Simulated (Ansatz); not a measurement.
Structure: a 5-atom cell of KZnF3 started from a crystallographic database, at its r2SCAN minimum. The symmetry is Pm-3m (No. 221, cubic); conventional cell a = 4.046 Å, 13.25 Å³ an atom. Around K lie 12 F at 2.86 Å; around Zn lie 6 F at 2.02 Å; around F lie 2 Zn at 2.02 Å and 4 K at 2.86 Å.

```
K Zn F
1.0
     4.04617    0.00000    0.00000
     0.00000    4.04617    0.00000
     0.00000    0.00000    4.04617
K Zn F
1 1 3
Direct
  0.00000 0.00000 0.00000
  0.50000 0.50000 0.50000
  0.50000 0.50000 0.00000
  0.00000 0.50000 0.50000
  0.50000 0.00000 0.50000
```

3 runs of the PAW code Ansatz on this cell differ in the functional (and in the settings that go with it). Levels are in eV from each run's valence top; v1 is the last filled band, c1 the first empty one.

Run A, mean stress +3.1 GPa (compression positive):
```
point     v5     v3     v1     c1     c2     c3
    Γ  -1.97  -1.47  -1.47  17.22  21.41  21.41
    X  -1.88  -1.86  -1.74  20.51  21.07  22.65
    M  -2.18  -2.03  -0.01  22.08  23.24  23.55
    R  -1.26  -1.26   0.00  21.71  21.71  21.71
```

Run B, mean stress +2.0 GPa (compression positive):
```
point     v5     v3     v1     c1     c2     c3
    Γ  -2.01  -1.71  -1.71   6.36  11.11  11.11
    X  -1.91  -1.77  -1.72   9.25  10.71  12.13
    M  -2.28  -1.88   0.00  10.79  12.64  12.72
    R  -1.39  -1.39   0.00  10.95  10.95  10.95
```

Run C, mean stress 0.0 GPa (compression positive):
```
point     v5     v3     v1     c1     c2     c3
    Γ  -2.00  -1.65  -1.65   9.33  14.04  14.04
    X  -1.87  -1.82  -1.80  12.33  13.62  15.12
    M  -2.27  -1.94   0.00  13.92  15.63  15.72
    R  -1.36  -1.36   0.00  13.93  13.93  13.93
```

**Question.** Match the runs to HSE06, DDH-PBE0, Hartree-Fock.

**Answer.** A is Hartree-Fock, B is HSE06, C is DDH-PBE0. In order of the gap: HSE06 6.36, DDH-PBE0 9.33, Hartree-Fock 17.22 eV.

Spin-unpolarised throughout; all numbers are computed.

The program warns that its thresholds are loose for a hybrid's stress.

The meshes of the hybrids are coarse, so their gaps aren't converged to the digits shown.
